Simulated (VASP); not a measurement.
# BAs (F-43m) under a change of volume, part 2 of 2

Strain engineering needs slopes: what does a change of volume do to the lattice and the band edges of BAs?

VASP 6.6.1, plane waves and PAW; the level of theory is named at each step.

So far: The starting structure; Relax the crystal, LDA; Relax at fixed volume, LDA; Band edges, TB-mBJ with spin-orbit coupling.

## (5) Band edges, r2SCAN with spin-orbit coupling

Short lines in KPOINTS_OPT sample the zone centre, for masses, and the other valleys.

Level: r2SCAN, spin-orbit coupling; plane waves and PAW (B, As).

File INCAR:

```
SYSTEM = BAs
PREC = Accurate
ENCUT = 480
EDIFF = 1E-06
NELM = 100
ISMEAR = 0
SIGMA = 0.02
LREAL = .FALSE.
ALGO = Normal
METAGGA = R2SCAN
LASPH = .TRUE.
LNONCOLLINEAR = .TRUE.
MAGMOM = 0 0 0 0 0 0
NBANDS = 18
GGA_COMPAT = .FALSE.
LSORBIT = .TRUE.
LWAVE = .FALSE.
LCHARG = .FALSE.
KPAR = 3
```

File POSCAR:

```
BAs
1.0
    0.0000000000      2.3472334264      2.3472334264
    2.3472334264      0.0000000000      2.3472334264
    2.3472334264      2.3472334264      0.0000000000
B As
1 1
Direct
    0.0000000000      0.0000000000      0.0000000000
    0.2500000000      0.2500000000      0.2500000000
```

File KPOINTS:

```
Automatic mesh
0
Gamma
9 9 9
0 0 0
```

File KPOINTS_OPT:

```
Line mode
6
Line-mode
Reciprocal
  0.00000000   0.00000000   0.00000000
  0.01867869   0.01867869   0.00000000

  0.00000000   0.00000000   0.00000000
  0.00000000  -0.01867869  -0.01867869

  0.31000000   0.31000000   0.00000000
  0.50000000   0.50000000   0.00000000

  0.00000000   0.31000000   0.31000000
  0.00000000   0.50000000   0.50000000

  0.45000000   0.45000000   0.45000000
  0.50000000   0.50000000   0.50000000

  0.45000000   0.00000000   0.00000000
  0.50000000   0.00000000   0.00000000

  0.42500000   0.42500000   0.00000000
  0.42500000   0.44367869   0.01867869

  0.50000000   0.50000000   0.50000000
  0.48679217   0.51320783   0.50000000
```

PAW data sets: B and As (LDA family, release 64).

Started as:

```console
$ mpirun -np 3 vasp_ncl
```

What it wrote:

```text
[banner, memory and clock lines left out]
running    3 mpi-ranks, on    1 nodes
[...]
[... a notice as in an earlier step ...]

 LDA part: xc-table for (None), standard interpolation
 POSCAR, INCAR and KPOINTS ok, starting setup
[...]
entering main loop
       N       E                     dE             d eps       ncg     rms          rms(c)
DAV:   1    -0.141851903473E+03   -0.14185E+03   -0.33121E+03  1980   0.764E+02
DAV:   2    -0.170749301237E+03   -0.28897E+02   -0.26522E+02  2826   0.141E+02
DAV:   3    -0.172033655167E+03   -0.12844E+01   -0.12717E+01  2396   0.268E+01
DAV:   4    -0.172039096572E+03   -0.54414E-02   -0.54380E-02  2340   0.201E+00
[...]
DAV:  10    -0.170361026178E+03   -0.54372E-04   -0.35269E-05  2196   0.593E-02    0.437E-02
DAV:  11    -0.170361034806E+03   -0.86274E-05   -0.62746E-06  2162   0.281E-02    0.955E-03
DAV:  12    -0.170361034626E+03    0.17986E-06   -0.46892E-07  1812   0.872E-03
   1 F= -.17036103E+03 E0= -.17036103E+03  d E =-.426302E-35  mag=     0.0000     0.0000     0.0000
 Start KPOINTS_OPT (optional k-point list driver)
k-point batch [1-48\48]
       N       E                     dE             ncg
DAV:   1     0.176120026422E+04   -0.80967E+04     1728
DAV:   2     0.283396812706E+03   -0.14778E+04     2454
DAV:   3     0.222470945214E+03   -0.60926E+02     2062
DAV:   4     0.222211776371E+03   -0.25917E+00     2020
DAV:   5     0.222210992322E+03   -0.78405E-03     1920
DAV:   6     0.222210988661E+03   -0.36601E-05     1756
DAV:   7     0.222210988587E+03   -0.74699E-07     1584
```

Elapsed: 4.3 min, on 3 MPI ranks of AMD EPYC 7R43, shared host; peak memory 0.64 GiB; 13 min of CPU time.

OUTCAR, selected parts (step 5):

```text
  Total        1.4027734      1.4027734      1.4027734     -0.0000000      0.0000000      0.0000000
  in kB       86.8958980     86.8958980     86.8958980     -0.0000000      0.0000000      0.0000000
  external PRESSURE =      86.8958980 kB  Pullay stress =       0.0000000 kB

  FREE ENERGIE OF THE ION-ELECTRON SYSTEM (eV)
  ---------------------------------------------------
  free  energy   TOTEN  =      -170.3610346258 eV

  energy  without entropy=     -170.3610346258  energy(sigma->0) =     -170.36103463

[... 3 parts as in an earlier step ...]

[... 1 further part left out ...]
[key lines of the parts left out:]
E-fermi :   7.1554
```

Numbers from this step:

| Quantity | Value |
| --- | --- |
| energy(sigma→0) of the program | -170.3610 eV |
| stress, compression positive | xx, yy, zz 8.69, 8.69, 8.69 GPa |

The run ends at a pressure of 8.69 GPa.

## (6) The table

Runs beyond LDA use the data sets made with LDA; this shifts their levels slightly, and their total energies have another zero (at TB-mBJ, which has no energy functional, they mean nothing).

The other members went through these steps as far as the tables show, with the same cutoff and, step by step, the same mesh; 25 runs are not shown. The session took 3.3 core hours (wall time by ranks) on a shared machine.

```csv
volume over the relaxed volume,volume (Å³/atom),pressure (GPa),energy above the unstrained row (meV/atom),"gap on the mesh, LDA (eV)"
0.940,12.532,10.355,24.713,1.085
0.955,12.732,7.463,13.573,1.098
0.970,12.932,4.783,5.908,1.111
0.985,13.132,2.301,1.461,1.124
1,13.332,0.001,0.000,1.136
1.015,13.532,-2.129,1.306,1.148
1.030,13.732,-4.103,5.166,1.159
1.045,13.932,-5.930,11.398,1.171
1.060,14.132,-7.622,19.827,1.182
```

A cubic of the pressure in ln(V/V₀) through all rows has the slope −B at V₀: B = 148 GPa, and its curvature gives B′ = 4.1.

Band edges at TB-mBJ with spin-orbit coupling, counted from the valence-band top at Γ, spin-orbit pairs averaged, with one row partly withheld:

```csv
volume over the relaxed volume,gap (eV),conduction band at Γ (eV),Δ or X valley along z (eV),"lowest conduction level at L, [111] (eV)",second valence level below the top (eV),third valence level below the top (eV)
0.940,1.585,3.688,1.578,3.662,0.000,0.200
0.955,?,3.670,?,3.570,0.000,0.201
0.970,1.628,3.654,1.623,3.480,0.000,0.203
0.985,1.649,3.638,1.645,3.393,0.000,0.204
1,1.669,3.622,1.665,3.309,0.000,0.205
1.015,1.689,3.607,1.685,3.227,0.000,0.206
1.030,1.707,3.592,1.704,3.147,0.000,0.206
1.045,1.725,3.578,1.723,3.069,0.000,0.207
1.060,1.743,3.565,1.741,2.993,0.000,0.208
```

Band edges at r2SCAN with spin-orbit coupling, counted from the valence-band top at Γ, spin-orbit pairs averaged:

```csv
volume over the relaxed volume,gap (eV),conduction band at Γ (eV),Δ or X valley along z (eV),"lowest conduction level at L, [111] (eV)",second valence level below the top (eV),third valence level below the top (eV)
0.940,1.222,3.333,1.216,3.426,0.000,0.209
0.955,1.239,3.315,1.234,3.323,0.000,0.210
0.970,1.256,3.298,1.252,3.223,0.000,0.212
0.985,1.272,3.282,1.268,3.125,0.000,0.213
1,1.288,3.267,1.284,3.030,0.000,0.215
1.015,1.303,3.252,1.300,2.938,0.000,0.216
1.030,1.318,3.237,1.315,2.849,0.000,0.217
1.045,1.332,3.223,1.330,2.761,0.000,0.218
1.060,1.346,3.210,1.344,2.676,0.000,0.219
```

## (7) Working out the slope

The quantity to fit is the Δ or X valley above the valence top at TB-mBJ with spin-orbit coupling: 1.578, 1.623, 1.645, 1.665, 1.685, 1.704, 1.723, 1.741 eV in the rows shown.

Fitting a parabola to the 8 known rows (u: logarithm of the volume ratio) gives E = − 0.9064 u² + 1.353 u + 1.665 in eV; the residuals are 8.7e-5 eV r.m.s.

For the withheld row, u = -0.04604, the fit gives 1.6009 eV.

## (8) Checking the prediction

The calculation gives 1.6009 eV, so the prediction is right to the last digit shown.

## (9) Outcome

```json
{
  "bulk modulus": "148 GPa",
  "gap of the unstrained cell, TB-mBJ with spin-orbit coupling": "1.67 eV",
  "gap of the unstrained cell, r2SCAN with spin-orbit coupling": "1.29 eV",
  "dE/d ln V of the Δ or X valley above the valence top, TB-mBJ with spin-orbit coupling": "1.35 eV",
  "error of the predicted row": "0.0 meV"
}
```

What this shows: At TB-mBJ with spin-orbit coupling the lowest conduction valley is Δ or X throughout, and the gap runs between 1.59 and 1.74 eV. At r2SCAN with spin-orbit coupling the lowest conduction valley is Δ or X throughout, and the gap runs between 1.22 and 1.35 eV. Hole masses are left out throughout, since the top bands are degenerate or cross in many series; of conduction masses, those of the Γ, L and (for Si and Ge under (001) strain) Δ valleys are kept where they change by under an eighth between rows. A measured gap of unstrained BAs is 4.12 eV (arxiv:1911.04914, direct gap from square of absorption coefficient, average of two samples, so it belongs beside the lowest direct gap, not the least one, 300 K); the static gaps here belong to the lattice relaxed at LDA. TB-mBJ is a potential fitted for gaps; it has no energy functional, so its total energies and forces mean nothing, and its bands tend to come out too narrow. r2SCAN opens gaps somewhat over GGA but leaves them below measured values as a rule. Δ or X levels are the lowest on their line, refined by a parabola unless they lie at X; the gap is read from all points sampled and can differ from the lowest valley by some meV, or by tens of meV where strain moves the valence top off Γ. Temperature, zero-point motion and excitons are left out.

[Lines on the potential files, build, host, timing and source positions are cut from VASP's logs without a mark.]

[Logs are printed without paths, hosts, clocks, repeated set-up lines and the standing remarks that a program may print on its own settings, such as how far it seeks lower states.]

[Hosts, paths, dates, database ids (printed as entryN), source tags and the programs' standing remarks are cut or masked in the printed files.]

[In band tables of VASP the shares of atoms and orbitals are scaled to a sum of 1 inside the atoms' spheres.]
